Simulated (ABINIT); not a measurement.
# BN (Qingsongite): a self-consistent loop beyond G0W0, cycle by cycle, part 2 of 3

How far does self-consistency move the gap of BN (Qingsongite)?

ABINIT 10.8.3; LDA and many-body steps on it, plane waves. Known limits of the many-body steps: not at the basis limit; coarse k mesh.

So far. Step 5 (evGW0, cycle 1): Against G0W0 in ABINIT (6×6×6 mesh, 60 bands, screening to 244.9 eV, Godby-Needs plasmon pole), the gap moves by +0.342 eV. This first cycle still uses the starting levels; it takes the full correction, at all points of the mesh, and its linearised value is 6.193 eV. Step 6 (evGW0, cycle 2): Against the cycle before, the gap moves by −0.110 eV.

## 7. evGW0, cycle 3

Level of this step: evGW0 on LDA, plane waves, norm-conserving pseudopotentials (ABINIT).

run.abi

```
acell 3*1.0 Angstrom
rprim 
  -0.000000000000 1.807500000000 1.807500000000
  1.807500000000 0.000000000000 1.807500000000
  1.807500000000 1.807500000000 -0.000000000000
ntypat 2
znucl 5 7
natom 2
typat 1 2
xred 
  0.000000000000 0.000000000000 0.000000000000
  0.250000000000 0.250000000000 0.250000000000
pp_dirpath "pseudos"
pseudos "B.upf, N.upf"
ecut 36
ngkpt 6 6 6
nshiftk 1
shiftk 0 0 0
kptopt 1
chksymbreak 0
istwfk *1
occopt 1
irdwfk 1
optdriver 4
nband 60
gwcalctyp 10
ecutsigx 36
symsigma 1
nkptgw 16
kptgw 
  0.0000000000 0.0000000000 0.0000000000
  0.1666666667 0.0000000000 0.0000000000
  0.3333333333 0.0000000000 0.0000000000
  0.5000000000 0.0000000000 0.0000000000
  0.1666666667 0.1666666667 0.0000000000
  0.3333333333 0.1666666667 0.0000000000
  0.5000000000 0.1666666667 0.0000000000
  -0.3333333333 0.1666666667 0.0000000000
  -0.1666666667 0.1666666667 0.0000000000
  0.3333333333 0.3333333333 0.0000000000
  0.5000000000 0.3333333333 0.0000000000
  -0.3333333333 0.3333333333 0.0000000000
  0.5000000000 0.5000000000 0.0000000000
  0.5000000000 0.3333333333 0.1666666667
  -0.3333333333 0.3333333333 0.1666666667
  -0.3333333333 0.5000000000 0.1666666667
bdgw 
  1 8
  1 8
  1 8
  1 8
  1 8
  1 8
  1 8
  1 8
  1 8
  1 8
  1 8
  1 8
  1 8
  1 8
  1 8
  1 8
ecuteps 9
irdscr 1
ppmodel 1
irdqps 1
indata_prefix "in"
outdata_prefix "out"
tmpdata_prefix "tmp"
```

The run is started by

```sh
$ OMP_NUM_THREADS=1 mpirun -n 8 abinit run.abi > log
```

What it wrote:

```text
.Version 10.8.3 of ABINIT. v10.8.2 released Aug 2026.

 Symmetries : space group F-4 3 m (#216); Bravais cF (face-center cubic)
[... echo of the input left out ...]
== DATASET  1 ==================================================================
-   mpi_nproc: 8, omp_nthreads: 1 (-1 if OMP is not activated)

--- !DatasetInfo
iteration_state: {dtset: 1, }
dimensions: {natom: 2, nkpt: 16, mband: 60, nsppol: 1, nspinor: 1, nspden: 1, mpw: 869, }
cutoff_energies: {ecut:  36.0, pawecutdg:  -1.0, }
[...]
.  kptgw no:  3; Maximum DeltaE = (  -0.016   0.028) for band index:  1
[...]
.  kptgw no: 15; Maximum DeltaE = (   0.018   0.001) for band index:  8
.  kptgw no: 16; Maximum DeltaE = (  -0.016   0.002) for band index:  1

== END DATASET(S) ==============================================================
================================================================================

 -outvars: echo values of variables after computation  --------
           etotal      0.0000000000E+00
            nband          60
             nkpt          16
          spgroup         216
 [... the other variables as echoed above ...]

 Calculation completed.
```

Wall time 92 s (8 MPI ranks of Arm Neoverse N1, shared host); peak memory 0.97 GiB.

Numbers from this step:

```
quasiparticle gap on the mesh                         : 6.428 eV
gap of the density functional on the mesh             : 4.420 eV
k of the valence top                                  : 0, 0, 0
k of the conduction bottom                            : 0.5, 0.5, 0
least direct quasiparticle gap on the computed points : 11.22 eV
```

Against the cycle before, the gap moves by +0.003 eV.

## 8. Screening, 6×6×6 mesh, 60 bands, screening to 244.9 eV

This step: RPA screening on LDA, plane waves, norm-conserving pseudopotentials.

run.abi

```
acell 3*1.0 Angstrom
rprim 
  -0.000000000000 1.807500000000 1.807500000000
  1.807500000000 0.000000000000 1.807500000000
  1.807500000000 1.807500000000 -0.000000000000
ntypat 2
znucl 5 7
natom 2
typat 1 2
xred 
  0.000000000000 0.000000000000 0.000000000000
  0.250000000000 0.250000000000 0.250000000000
pp_dirpath "pseudos"
pseudos "B.upf, N.upf"
ecut 36
ngkpt 6 6 6
nshiftk 1
shiftk 0 0 0
kptopt 1
chksymbreak 0
istwfk *1
occopt 1
irdwfk 1
optdriver 3
nband 60
ecuteps 9
inclvkb 2
awtr 1
symchi 1
gwcalctyp 10
mbpt_sciss 2.550 eV
nqptdm 1
qptdm 
  0 0 0
indata_prefix "in"
outdata_prefix "out"
tmpdata_prefix "tmp"
```

What it wrote:

```text
.Version 10.8.3 of ABINIT. v10.8.2 released Aug 2026.

 Symmetries : space group F-4 3 m (#216); Bravais cF (face-center cubic)
[... echo of the input left out ...]
== DATASET  1 ==================================================================
-   mpi_nproc: 8, omp_nthreads: 1 (-1 if OMP is not activated)

--- !DatasetInfo
iteration_state: {dtset: 1, }
dimensions: {natom: 2, nkpt: 16, mband: 60, nsppol: 1, nspinor: 1, nspden: 1, mpw: 869, }
cutoff_energies: {ecut:  36.0, pawecutdg:  -1.0, }
electrons: {nelect:   8.00000000E+00, charge:   0.00000000E+00, occopt:   1.00000000E+00, tsmear:   1.00000000E-02, }

 SCREENING: Calculation of the susceptibility and dielectric matrices

 Based on a program developped by R.W. Godby, V. Olevano, G. Onida, and L. Reining.
 Incorporated in ABINIT by V. Olevano, G.-M. Rignanese, and M. Torrent.
.Using double precision arithmetic ; gwpc =  8

[... cell and pseudopotentials left out ...]
--------------------------------------------------------------------------------

 ==== K-mesh for the wavefunctions ====
 Number of points in the irreducible wedge :    16
[... list of points left out ...]
 Together with 24 symmetry operations and time-reversal symmetry
 yields   216 points in the full Brillouin Zone.

 ==== Q-mesh for the screening function ====
 Number of points in the irreducible wedge :    16
[... list of points left out ...]
 Together with 24 symmetry operations and time-reversal symmetry
 yields   216 points in the full Brillouin Zone.

 setmesh: FFT mesh size selected  =    20x   20x   20
          total number of points  =         8000

 vcoul_init : cutoff-mode = AUXILIARY_FUNCTION
 q-points for optical limit:   1
     1)      0.000010    0.000020    0.000030

 Dielectric matrix will be calculated only for some
 selected q points provided by the user through the input variables
 nqptdm and qptdm

- screening: taking advantage of time-reversal symmetry
- Maximum band index for partially occupied states nbvw = 4
- Remaining bands to be divided among processors   nbcw = 56
- Number of bands treated by each node ~7

 rdqps: reading QP wavefunctions of the previous step
        looking for file in_QPS
 file not found, 1st iteration initialized with KS eigenelements

 screening : performing a first self-consistency
 update of the energies in W by a scissor operator
 applying a scissor operator of [eV] :   2.550

 Number of electrons calculated from density =    8.0000; Expected =    8.0000
 average of density, n =  0.100376
 r_s =    1.3348
 omega_plasma =   30.5612 [eV]

 calculating chi0 at frequencies [eV] :
  1    0.000000E+00    0.000000E+00
  2    0.000000E+00    3.056116E+01

--------------------------------------------------------------------------------
  q-point number  1        q = ( 0.000000, 0.000000, 0.000000) [r.l.u.]
--------------------------------------------------------------------------------
[... chi0 elements left out ...]
 For q-point:  0.000010 0.000020 0.000030
  dielectric constant =   3.8921
  dielectric constant without local fields =   4.1561

  Average fulfillment of the sum rule on Im[epsilon] for q-point    1 :     88.71  [%]
[... wings left out ...]
== END DATASET(S) ==============================================================
================================================================================

 -outvars: echo values of variables after computation  --------
           etotal      0.0000000000E+00
            nband          60
             nkpt          16
          spgroup         216
 [... the other variables as echoed above ...]

 Calculation completed.
```

Run time: 2.8 s. Hardware: 8 MPI ranks; peak memory 0.1 GiB; 21 s of CPU time.

This step gave:

```yaml
eps_infinity_with_local_fields_on_this_mesh_along_the_program_s_q_direction: 3.892
the_same_without_local_fields: 4.156
plasma_frequency: 30.56 eV
plane_waves_in_the_screening_matrix: 113
```

This screening uses the functional's bands under a rigid shift, the mean opening of the cycle before.

## 9. Screening, 6×6×6 mesh, 60 bands, screening to 244.9 eV

This step: RPA screening on LDA from quasiparticle energies, plane waves, norm-conserving pseudopotentials.

run.abi: that of step 8 with these lines changed.

```diff
@@ -29,7 +29,21 @@
 symchi 1
+irdqps 1
 gwcalctyp 10
-mbpt_sciss 2.550 eV
-nqptdm 1
+nqptdm 15
 qptdm 
-  0 0 0
+  0.1666666667 0.0000000000 0.0000000000
+  0.3333333333 0.0000000000 0.0000000000
+  0.5000000000 0.0000000000 0.0000000000
+  0.1666666667 0.1666666667 0.0000000000
+  0.3333333333 0.1666666667 0.0000000000
+  0.5000000000 0.1666666667 0.0000000000
+  -0.3333333333 0.1666666667 0.0000000000
+  -0.1666666667 0.1666666667 0.0000000000
+  0.3333333333 0.3333333333 0.0000000000
+  0.5000000000 0.3333333333 0.0000000000
+  -0.3333333333 0.3333333333 0.0000000000
+  0.5000000000 0.5000000000 0.0000000000
+  0.5000000000 0.3333333333 0.1666666667
+  -0.3333333333 0.3333333333 0.1666666667
+  -0.3333333333 0.5000000000 0.1666666667
 indata_prefix "in"
```

mrgscr.stdin

```
2
merged
q0_SCR
out_SCR
1
```

The run is started by

```sh
$ OMP_NUM_THREADS=1 mpirun -n 8 abinit run.abi > log; mrgscr < mrgscr.stdin
```

What it wrote:

```text
.Version 10.8.3 of ABINIT. v10.8.2 released Aug 2026.

 Symmetries : space group F-4 3 m (#216); Bravais cF (face-center cubic)
[... echo of the input left out ...]
== DATASET  1 ==================================================================
-   mpi_nproc: 8, omp_nthreads: 1 (-1 if OMP is not activated)

--- !DatasetInfo
iteration_state: {dtset: 1, }
dimensions: {natom: 2, nkpt: 16, mband: 60, nsppol: 1, nspinor: 1, nspden: 1, mpw: 869, }
cutoff_energies: {ecut:  36.0, pawecutdg:  -1.0, }
[...]
q-point number  1        q = ( 0.166667, 0.000000, 0.000000) [r.l.u.]
--------------------------------------------------------------------------------
[... chi0 elements left out ...]
  Average fulfillment of the sum rule on Im[epsilon] for q-point    2 :    107.85  [%]

--------------------------------------------------------------------------------
  q-point number  2        q = ( 0.333333, 0.000000, 0.000000) [r.l.u.]
--------------------------------------------------------------------------------
[... chi0 elements left out ...]
  Average fulfillment of the sum rule on Im[epsilon] for q-point    3 :    100.08  [%]

 [... 13 further q-points ...]
```

The job ended after 10 s (8 MPI ranks; peak memory 0.7 GiB; 82 s of CPU time).

Numbers from this step:

| Item | Value |
| --- | --- |
| plasma frequency | 30.56 eV |
| plane waves in the screening matrix | 113 |

This screening reads the quasiparticle levels of the cycle before.

## 10. evGW, cycle 1

This step: evGW on LDA, plane waves, norm-conserving pseudopotentials.

run.abi: that of step 9 with these lines changed.

```diff
@@ -23,12 +23,10 @@
 irdwfk 1
-optdriver 3
+optdriver 4
 nband 60
-ecuteps 9
-inclvkb 2
-awtr 1
-symchi 1
-irdqps 1
 gwcalctyp 10
-nqptdm 15
-qptdm 
+ecutsigx 36
+symsigma 1
+nkptgw 16
+kptgw 
+  0.0000000000 0.0000000000 0.0000000000
   0.1666666667 0.0000000000 0.0000000000
@@ -48,2 +46,23 @@
   -0.3333333333 0.5000000000 0.1666666667
+bdgw 
+  1 8
+  1 8
+  1 8
+  1 8
+  1 8
+  1 8
+  1 8
+  1 8
+  1 8
+  1 8
+  1 8
+  1 8
+  1 8
+  1 8
+  1 8
+  1 8
+ecuteps 9
+irdscr 1
+ppmodel 1
+irdqps 1
 indata_prefix "in"
```

The run is started by

```sh
$ OMP_NUM_THREADS=1 mpirun -n 8 abinit run.abi > log
```

What it wrote:

```text
.Version 10.8.3 of ABINIT. v10.8.2 released Aug 2026.

 Symmetries : space group F-4 3 m (#216); Bravais cF (face-center cubic)
[... echo of the input left out ...]
== DATASET  1 ==================================================================
-   mpi_nproc: 8, omp_nthreads: 1 (-1 if OMP is not activated)

--- !DatasetInfo
iteration_state: {dtset: 1, }
dimensions: {natom: 2, nkpt: 16, mband: 60, nsppol: 1, nspinor: 1, nspden: 1, mpw: 869, }
cutoff_energies: {ecut:  36.0, pawecutdg:  -1.0, }
[...]
.  kptgw no:  3; Maximum DeltaE = (  -0.470   0.022) for band index:  1
[...]
.  kptgw no: 15; Maximum DeltaE = (  -0.415  -0.002) for band index:  1
.  kptgw no: 16; Maximum DeltaE = (  -0.389   0.003) for band index:  1

== END DATASET(S) ==============================================================
================================================================================

 -outvars: echo values of variables after computation  --------
           etotal      0.0000000000E+00
            nband          60
             nkpt          16
          spgroup         216
 [... the other variables as echoed above ...]

 Calculation completed.
```

Wall time 92 s (8 MPI ranks); peak memory 0.97 GiB.

Numbers from this step:

```yaml
quasiparticle_gap_on_the_mesh: 6.774 eV
gap_of_the_density_functional_on_the_mesh: 4.420 eV
k_of_the_valence_top: 0, 0, 0
k_of_the_conduction_bottom: 0.5, 0.5, 0
least_direct_quasiparticle_gap_on_the_computed_points: 11.61 eV
```

Against G0W0 in ABINIT (6×6×6 mesh, 60 bands, screening to 244.9 eV, Godby-Needs plasmon pole), the gap moves by +0.581 eV.

## 11. Screening, 6×6×6 mesh, 60 bands, screening to 244.9 eV

This step: RPA screening on LDA, plane waves, norm-conserving pseudopotentials.

run.abi

```
acell 3*1.0 Angstrom
rprim 
  -0.000000000000 1.807500000000 1.807500000000
  1.807500000000 0.000000000000 1.807500000000
  1.807500000000 1.807500000000 -0.000000000000
ntypat 2
znucl 5 7
natom 2
typat 1 2
xred 
  0.000000000000 0.000000000000 0.000000000000
  0.250000000000 0.250000000000 0.250000000000
pp_dirpath "pseudos"
pseudos "B.upf, N.upf"
ecut 36
ngkpt 6 6 6
nshiftk 1
shiftk 0 0 0
kptopt 1
chksymbreak 0
istwfk *1
occopt 1
irdwfk 1
optdriver 3
nband 60
ecuteps 9
inclvkb 2
awtr 1
symchi 1
gwcalctyp 10
mbpt_sciss 2.976 eV
nqptdm 1
qptdm 
  0 0 0
indata_prefix "in"
outdata_prefix "out"
tmpdata_prefix "tmp"
```

What it wrote:

```text
.Version 10.8.3 of ABINIT. v10.8.2 released Aug 2026.

 Symmetries : space group F-4 3 m (#216); Bravais cF (face-center cubic)
[... echo of the input left out ...]
== DATASET  1 ==================================================================
-   mpi_nproc: 8, omp_nthreads: 1 (-1 if OMP is not activated)

--- !DatasetInfo
iteration_state: {dtset: 1, }
dimensions: {natom: 2, nkpt: 16, mband: 60, nsppol: 1, nspinor: 1, nspden: 1, mpw: 869, }
cutoff_energies: {ecut:  36.0, pawecutdg:  -1.0, }
[...]
[... chi0 elements left out ...]
 For q-point:  0.000010 0.000020 0.000030
  dielectric constant =   3.8186
  dielectric constant without local fields =   4.0712

  Average fulfillment of the sum rule on Im[epsilon] for q-point    1 :     89.36  [%]
[... wings left out ...]
== END DATASET(S) ==============================================================
================================================================================

 -outvars: echo values of variables after computation  --------
           etotal      0.0000000000E+00
            nband          60
             nkpt          16
          spgroup         216
 [... the other variables as echoed above ...]

 Calculation completed.
```

The job ended after 2.9 s (8 MPI ranks; peak memory 0.1 GiB; 23 s of CPU time).

Numbers from this step:

| Quantity | Value |
| --- | --- |
| ε∞ with local fields, on this mesh, along the program's q direction | 3.819 |
| the same without local fields | 4.071 |
| plasma frequency | 30.56 eV |
| plane waves in the screening matrix | 113 |

This screening uses the functional's bands under a rigid shift, the mean opening of the cycle before.

## 12. Screening, 6×6×6 mesh, 60 bands, screening to 244.9 eV

This step: RPA screening on LDA from quasiparticle energies, plane waves, norm-conserving pseudopotentials.

run.abi: that of step 11 with these lines changed.

```diff
@@ -29,7 +29,21 @@
 symchi 1
+irdqps 1
 gwcalctyp 10
-mbpt_sciss 2.976 eV
-nqptdm 1
+nqptdm 15
 qptdm 
-  0 0 0
+  0.1666666667 0.0000000000 0.0000000000
+  0.3333333333 0.0000000000 0.0000000000
+  0.5000000000 0.0000000000 0.0000000000
+  0.1666666667 0.1666666667 0.0000000000
+  0.3333333333 0.1666666667 0.0000000000
+  0.5000000000 0.1666666667 0.0000000000
+  -0.3333333333 0.1666666667 0.0000000000
+  -0.1666666667 0.1666666667 0.0000000000
+  0.3333333333 0.3333333333 0.0000000000
+  0.5000000000 0.3333333333 0.0000000000
+  -0.3333333333 0.3333333333 0.0000000000
+  0.5000000000 0.5000000000 0.0000000000
+  0.5000000000 0.3333333333 0.1666666667
+  -0.3333333333 0.3333333333 0.1666666667
+  -0.3333333333 0.5000000000 0.1666666667
 indata_prefix "in"
```

mrgscr.stdin is that of step 9.

The run is started by

```sh
$ OMP_NUM_THREADS=1 mpirun -n 8 abinit run.abi > log; mrgscr < mrgscr.stdin
```

What it wrote:

```text
.Version 10.8.3 of ABINIT. v10.8.2 released Aug 2026.

 Symmetries : space group F-4 3 m (#216); Bravais cF (face-center cubic)
[... echo of the input left out ...]
== DATASET  1 ==================================================================
-   mpi_nproc: 8, omp_nthreads: 1 (-1 if OMP is not activated)

--- !DatasetInfo
iteration_state: {dtset: 1, }
dimensions: {natom: 2, nkpt: 16, mband: 60, nsppol: 1, nspinor: 1, nspden: 1, mpw: 869, }
cutoff_energies: {ecut:  36.0, pawecutdg:  -1.0, }
[...]
q-point number  1        q = ( 0.166667, 0.000000, 0.000000) [r.l.u.]
--------------------------------------------------------------------------------
[... chi0 elements left out ...]
  Average fulfillment of the sum rule on Im[epsilon] for q-point    2 :    109.85  [%]

--------------------------------------------------------------------------------
  q-point number  2        q = ( 0.333333, 0.000000, 0.000000) [r.l.u.]
--------------------------------------------------------------------------------
[... chi0 elements left out ...]
  Average fulfillment of the sum rule on Im[epsilon] for q-point    3 :    101.41  [%]

 [... 13 further q-points ...]
```

It took 12 s on 8 MPI ranks; peak memory 0.7 GiB; 92 s of CPU time.

This step gave:

- plasma frequency: 30.56 eV
- plane waves in the screening matrix: 113

This screening reads the quasiparticle levels of the cycle before.

## 13. evGW, cycle 2

This step: evGW on LDA, plane waves, norm-conserving pseudopotentials.

run.abi: that of step 12 with these lines changed.

```diff
@@ -23,12 +23,10 @@
 irdwfk 1
-optdriver 3
+optdriver 4
 nband 60
-ecuteps 9
-inclvkb 2
-awtr 1
-symchi 1
-irdqps 1
 gwcalctyp 10
-nqptdm 15
-qptdm 
+ecutsigx 36
+symsigma 1
+nkptgw 16
+kptgw 
+  0.0000000000 0.0000000000 0.0000000000
   0.1666666667 0.0000000000 0.0000000000
@@ -48,2 +46,23 @@
   -0.3333333333 0.5000000000 0.1666666667
+bdgw 
+  1 8
+  1 8
+  1 8
+  1 8
+  1 8
+  1 8
+  1 8
+  1 8
+  1 8
+  1 8
+  1 8
+  1 8
+  1 8
+  1 8
+  1 8
+  1 8
+ecuteps 9
+irdscr 1
+ppmodel 1
+irdqps 1
 indata_prefix "in"
```

The run is started by

```sh
$ OMP_NUM_THREADS=1 mpirun -n 8 abinit run.abi > log
```

What it wrote:

```text
.Version 10.8.3 of ABINIT. v10.8.2 released Aug 2026.

 Symmetries : space group F-4 3 m (#216); Bravais cF (face-center cubic)
[... echo of the input left out ...]
== DATASET  1 ==================================================================
-   mpi_nproc: 8, omp_nthreads: 1 (-1 if OMP is not activated)

--- !DatasetInfo
iteration_state: {dtset: 1, }
dimensions: {natom: 2, nkpt: 16, mband: 60, nsppol: 1, nspinor: 1, nspden: 1, mpw: 869, }
cutoff_energies: {ecut:  36.0, pawecutdg:  -1.0, }
[...]
.  kptgw no:  3; Maximum DeltaE = (  -0.023   0.020) for band index:  1
[...]
.  kptgw no: 15; Maximum DeltaE = (  -0.028  -0.000) for band index:  2
.  kptgw no: 16; Maximum DeltaE = (  -0.034   0.006) for band index:  1

== END DATASET(S) ==============================================================
================================================================================

 -outvars: echo values of variables after computation  --------
           etotal      0.0000000000E+00
            nband          60
             nkpt          16
          spgroup         216
 [... the other variables as echoed above ...]

 Calculation completed.
```

Elapsed: 93 s, on 8 MPI ranks; peak memory 0.97 GiB; 12 min of CPU time.

Numbers from this step:

```
quasiparticle gap on the mesh                         : 6.812 eV
gap of the density functional on the mesh             : 4.420 eV
k of the valence top                                  : 0, 0, 0
k of the conduction bottom                            : 0.5, 0.5, 0
least direct quasiparticle gap on the computed points : 11.66 eV
```

Against the cycle before, the gap moves by +0.038 eV.

[end of part 2 of 3]

[Paths, hosts, dates, memory and timing lines, banners, echoed tables and standing remarks are left out of the program output.]

[Logs are printed without paths, hosts, clocks, repeated set-up lines and the standing remarks that a program may print on its own settings, such as how far it seeks lower states.]

[Runs of the session that timed out or met a known fault of the program may be left out.]

[Hosts, paths, dates, database ids (printed as entryN), source tags and the programs' standing remarks are cut or masked in the printed files.]

[G0W0 gaps are taken among the corrected bands and points alone; a level outside them can change the order at an edge.]

[Where Ansatz stands beside ABINIT at settings called matched, ABINIT's density can come from a denser mesh and the files from another edition; pairs whose starting gaps differed by over 0.03 eV were left out, so agreement reads better than it is.]
